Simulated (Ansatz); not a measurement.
SrCl2:

```xyz
3
Lattice="0.0000 3.4884 3.4884 3.4884 0.0000 3.4884 3.4884 3.4884 0.0000" Properties=species:S:1:pos:R:3 pbc="T T T"
Sr    0.0000    0.0000    0.0000
Cl    5.2325    5.2325    5.2325
Cl    1.7442    1.7442    1.7442
```

Base run:

| Property | Result |
| --- | --- |
| Program | Ansatz 0.2.0 |
| Functional | revPBE |
| Potentials or basis | Ansatz PAW |
| Cutoff | 420 eV |
| Density cutoff | 1680 eV |
| k mesh | 4 × 4 × 4 |
| Occupations | fermi-dirac, width 0.05 eV |
| Spin | no spin polarisation |

Its results: band gap on the k mesh 5.63 eV, indirect (least direct gap 5.71 eV); pressure 2.5 GPa.

The run is repeated on the same cell with these changes: functional from revPBE to r2SCAN; cutoff from 420 eV to 500 eV; density cutoff from 1680 eV to 2000 eV. What comes out?

Band gap on the k mesh 5.97 eV, indirect (least direct gap 5.99 eV); pressure 0.3 GPa.

r2SCAN gives the wider gap, since meta-GGAs in the generalised Kohn-Sham scheme recover part of the derivative discontinuity.

Caveats: the PAW data sets come from PBE, with cores solved anew for the run's functional, which leaves a small shift of forces and pressure; the density of states is complete only up to the lowest level of the last band computed; the potentials were made for another functional, which shifts forces and pressure (some runs).

A k mesh can miss the band edges.

Not every run made on this cell is shown here.
